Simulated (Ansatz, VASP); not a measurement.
## One calculation of Sn, two programs

Contents of INCAR:

```
PREC     = Accurate       # precision mode
ENCUT    = 520            # plane-wave cutoff, eV
EDIFF    = 1E-6           # SCF threshold, eV
ISMEAR   = 0              # smearing method
SIGMA    = 0.15           # smearing width, eV
LREAL    = F              # projectors in reciprocal space
LASPH    = T              # aspherical terms in the spheres
NELM     = 80             # most SCF steps
ALGO     = Normal         # electronic algorithm
ISIF     = 2              # what is computed and relaxed
LWAVE    = F              # write WAVECAR
LCHARG   = F              # write CHGCAR
GGA      = PE             # functional
NBANDS   = 21             # bands
```

KPOINTS

```
regular mesh
0
Gamma
  12 12 12
```

POSCAR

```
Sn
1.0
    0.0000000000      3.2456000000      3.2456000000
    3.2456000000      0.0000000000      3.2456000000
    3.2456000000      3.2456000000      0.0000000000
Sn
2
Direct
    0.5000000000      0.5000000000      0.5000000000
    0.7500000000      0.7500000000      0.7500000000
```

Input for Ansatz:

```yaml
crystal:
  lattice:
    - [0.0, 3.2456, 3.2456]
    - [3.2456, 0.0, 3.2456]
    - [3.2456, 3.2456, 0.0]
  atoms:
    - { symbol: Sn, position: [0.5, 0.5, 0.5] }
    - { symbol: Sn, position: [0.75, 0.75, 0.75] }
basis:
  ecutwfc: 420
kpoints:
  mp_grid: { grid: [12, 12, 12] }
hamiltonian:
  xc: pbe
scf:
  occupations: { method: gaussian, width: 0.15 }
output:
  forces: true
  stress: true
  eigenvalues: true
```

This isn't the form of Sn at room conditions, which is tetragonal (white tin).

Alike in both runs: task single point; functional PBE; k mesh 12 × 12 × 12; occupations gaussian, width 0.15 eV; no spin polarisation.

```csv
,VASP,Ansatz
version,VASP 6.6.1,Ansatz 0.2.0
potentials or method,"VASP PAW PBE potentials, release 64 (Sn_d)","scalar-relativistic, plane waves, PAW"
plane-wave cutoff (eV),520,420
valence electrons in the cell,28,28
```

|  | VASP | Ansatz | Ansatz less VASP |
| --- | --- | --- | --- |
| gap on the k mesh at the Fermi level (eV) | none | none | - |
| pressure (GPa) | 3.2 | 3.2 | +0.05 |

A gap of «none» marks a metal or a gap that the smearing closes.
